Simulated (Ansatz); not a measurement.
# GaAs: the cost of one run

Computed with Ansatz 0.2.0 (DFT LDA, scalar-relativistic, plane waves, PAW, unless a step's input says otherwise).

## 1. Starting point

It takes space group F-43m (No. 216, cubic). The conventional cell has a = 5.654 Å, b = 5.654 Å, c = 5.654 Å, α = 90.00°, β = 90.00°, γ = 90.00°. Ga (site symmetry -43m) is surrounded by 4 As at 2.45 Å. As (site symmetry -43m) is surrounded by 4 Ga at 2.45 Å.

Coordinates:

```
Ga As
1.0
     0.00000    2.82685    2.82685
     2.82685    0.00000    2.82685
     2.82685    2.82685    0.00000
Ga As
1 1
Direct
  0.00000 0.00000 0.00000
  0.75000 0.75000 0.75000
```

The structure comes from the Crystallography Open Database.

## 5. The grid

The energy is mapped over two homogeneous strains; x, y and z are the crystal's own axes (z along the conventional c), which in the input's Cartesian frame point along (1.00, 0.00, 0.00), (0.00, 0.00, -1.00), (0.00, 1.00, 0.00).

The axes are (1) strain +e along x and -e along y: 7 values from −15 to 15 %; (2) strain +e along z and -e/2 along x and y: 7 values from −15 to 15 %.

Nothing else is relaxed (symmetry fixes all fractional coordinates). Energies count from the relaxed crystal. Points are written as (first, second).

(The set-up runs are not shown.)

## 6. Point (0 %, 15 %)

Contents of input.yaml:

```yaml
crystal:
  lattice:
    - [0.0, 3.2216011637, 2.5912878926]
    - [2.5912878926, 0.0, 2.5912878926]
    - [2.5912878926, 3.2216011637, 0.0]
  atoms:
    - { symbol: Ga, position: [0.0, 0.0, 0.0] }
    - { symbol: As, position: [0.75, 0.75, 0.75] }
basis:
  ecutwfc: 420
kpoints:
  mp_grid: { grid: [10, 10, 10] }
hamiltonian:
  xc: lda
  pseudopotentials: { kind: paw, azcp: { folder: soft_1 } }
scf:
  occupations: { method: gaussian, width: 0.05 }
output:
  forces: true
  stress: true
  eigenvalues: true
```

Launch:

```console
> ansatz run input.yaml --threads 1 --pin off --max-ram 2048MiB --backend cpu --events-out ev --progress --plain --runs-dir out
```

What time and memory should one allow on 1 thread of Arm Neoverse N1, shared host?

About 15 s, with a peak of 0.36 GiB.
